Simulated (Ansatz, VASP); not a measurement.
This is a calculation of BaTiO3 for Ansatz 0.2.0. 

The input input.yaml:

```yaml
crystal:
  lattice:
    - [3.9998, 0.0, 0.0]
    - [0.0, 3.9998, 0.0]
    - [0.0, 0.0, 4.018]
  atoms:
    - { symbol: Ba, position: [0.0, 0.0, 0.0] }
    - { symbol: Ti, position: [0.5, 0.5, 0.49] }
    - { symbol: O, position: [0.0, 0.5, 0.517] }
    - { symbol: O, position: [0.5, 0.0, 0.517] }
    - { symbol: O, position: [0.5, 0.5, 0.019] }
hamiltonian:
  xc: rpbe
  pseudopotentials: { kind: paw }
  dispersion: d3bj
kpoints:
  mp_grid: { grid: [7, 7, 7] }
scf:
  occupations: { method: fermi_dirac, width: 0.05 }
output:
  forces: true
  stress: true
  write_density: true
  write_potential: true
  elf: true
  volumetric_format: npy
relax:
  f_tol: 0.01
  max_steps: 40
  cell: { stress_tol: 0.05 }
```

Potentials or basis: Ansatz PAW.

The run is started by

```bash
$ ansatz run input.yaml --threads 2 --pin off --max-ram 5632MiB --backend cpu --events-out ev --progress --plain --runs-dir out
```

**Question.** What does the same run look like in VASP 6.6.1? Potentials or basis there: PBE PAW files Ba_sv, O, Ti_sv, 600 eV.

**Answer.** As run (cutoffs and basis follow the program's own potentials, and thresholds, step limits or extra output files can differ):

Contents of INCAR:

```
SYSTEM = BaTiO3
PREC = Accurate
ENCUT = 600
EDIFF = 1E-6
ISMEAR = -1
SIGMA = 0.05
LREAL = .False.
LASPH = .True.
NELM = 60
ALGO = Normal
ISIF = 3
LWAVE = .False.
LCHARG = .False.
GGA = RP
IVDW = 12
IBRION = 2
NSW = 60
EDIFFG = -0.01
```

KPOINTS

```
Automatic mesh
0
Gamma
  7 7 7
  0 0 0
```

The input POSCAR:

```
BaTiO3
1.0
    3.9998000000      0.0000000000      0.0000000000
    0.0000000000      3.9998000000      0.0000000000
    0.0000000000      0.0000000000      4.0180000000
Ba Ti O
1 1 3
Direct
    0.0000000000      0.0000000000      0.0000000000
    0.5000000000      0.5000000000      0.4900000000
    0.0000000000      0.5000000000      0.5170000000
    0.5000000000      0.0000000000      0.5170000000
    0.5000000000      0.5000000000      0.0190000000
```

Potentials or basis: VASP PAW PBE potentials, release 64 (Ba_sv, Ti_sv, O).

The run is started by

```bash
$ cat potpaw_PBE.64/Ba_sv/POTCAR potpaw_PBE.64/Ti_sv/POTCAR potpaw_PBE.64/O/POTCAR > POTCAR
$ mpirun -np 1 vasp_std > vasp.out
```

Both were run:

|  | Ansatz | VASP |
| --- | --- | --- |
| Relaxed volume | 11.50 Å³/atom | 11.61 Å³/atom |
| Relaxed cell | a = 3.860 Å, b = 3.860 Å, c = 3.860 Å, α = 90.00°, β = 90.00°, γ = 90.00° | a = 3.872 Å, b = 3.872 Å, c = 3.873 Å, α = 90.00°, β = 90.00°, γ = 90.00° |
| Space group after relaxing | Pm-3m (No. 221) | Pm-3m (No. 221) |
| Pressure after relaxing | 0.0 GPa | 0.1 GPa |

Ansatz's pressure holds a Pulay term of +0.53 GPa for its cutoff of 420 eV, which the other run lacks.

Ansatz's potentials were made for PBE. VASP's potentials were made for PBE.

Where Ansatz's input types no cutoff or centring, it takes its own default and a Γ-centred mesh.

Pressure is positive in compression.
